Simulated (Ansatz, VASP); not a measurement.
## Two plane-wave programs on BN

```
CELL_PARAMETERS angstrom
2.55394 0.00000 0.00000
-1.27697 2.21178 0.00000
0.00000 0.00000 4.22685
ATOMIC_POSITIONS crystal
N 0.33333 0.66667 0.12528
N 0.66667 0.33333 0.62528
B 0.33333 0.66667 0.49972
B 0.66667 0.33333 0.99972
```

Measurements of this composition are mostly on another form, of space group No. 194.

Alike in both runs: task single point; functional PBE; k mesh 12 × 12 × 6; occupations gaussian, width 0.024 eV; no spin polarisation.

|  | VASP | Ansatz |
| --- | --- | --- |
| version | VASP 6.6.1 | Ansatz 0.2.0 |
| potentials or method | VASP PAW PBE potentials, release 64 (N, B) | Ansatz PAW |
| plane-wave cutoff (eV) | 520 | 420 |
| valence electrons in the cell | 16 | 16 |

VASP gave:

| Property | Result |
| --- | --- |
| gap on the k mesh at the Fermi level (eV) | 5.20 |
| least direct gap on the mesh (eV) | 8.23 |
| pressure (GPa) | 0.2 |
| largest component of the traceless stress (GPa) | 0.52 |
| rms of the force components (eV/Å) | 0.008 |

Problem. What did Ansatz give for the same quantities?

Solution. gap on the k mesh at the Fermi level (eV): 5.21; least direct gap on the mesh (eV): 8.24; pressure (GPa): 0.0; largest component of the traceless stress (GPa): 0.48; rms of the force components (eV/Å): 0.009.

Atom by atom the forces differ by 0.001 eV/Å (rms over components).

Caveats: the pressure holds a Pulay correction of +1.1 GPa for the finite cutoff (Ansatz). A k mesh can miss the band edges. A hybrid or GW would open this gap; PBE tends to underestimate it.
